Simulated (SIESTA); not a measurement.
Sb under changes of volume

One of the cells (30.502 Å³/atom); the others are scaled copies at fixed shape and fractional positions:

```
Sb
1.0
     3.14308    0.00000    0.00000
     0.00000    4.37631    0.00000
    -0.03917    0.00000    4.43503
Sb
2
Direct
  0.01139 0.25000 0.24117
  0.98861 0.75000 0.75883
```

This isn't the form of Sb at room conditions, which is rhombohedral.

```yaml
Program: SIESTA 5.4.2
Functional: PBEsol
Potentials_or_basis: PseudoDojo 0.4 standard (PBEsol files)
Basis: DZP (energy shift 0.003 Ry; two zetas on semicore shells)
Grid_cutoff: 500 Ry
Energy_shift: 0.003 Ry
k_mesh: 9 × 6 × 6
Occupations: fermi-dirac, width 0.05 eV
Spin: no spin polarisation
```

```csv
volume (Å³/atom),energy over the lowest point (meV/atom),pressure (GPa),largest force (eV/Å)
28.110,9.26,2.7,0.197
28.708,2.07,1.2,0.160
29.306,0.00,0.0,0.129
30.502,?,?,?
31.100,19.23,-3.2,0.051
31.698,32.64,-4.0,0.035
```

**Question.** What does the run at 30.502 Å³/atom give?

**Answer.** Energy over the lowest point 8.99 meV/atom; pressure -2.2 GPa; largest force 0.071 eV/Å.

Worked out: A Birch-Murnaghan fit of order 3 (a polynomial in V^(-2/3)) to the other rows has its minimum at 29.27 Å³/atom with B0 = V·E''(V) = 60 GPa and B' = 4.6 at fixed shape and positions, which overstates the stiffness. It gives 9.05 meV/atom at 30.502 Å³/atom, against the run's 8.99, and -dE/dV = -2.3 GPa, against -2.2.

Energies are extrapolated to zero smearing.

Caveats: the basis of atomic orbitals isn't converged, which shifts pressures, moduli and gaps.
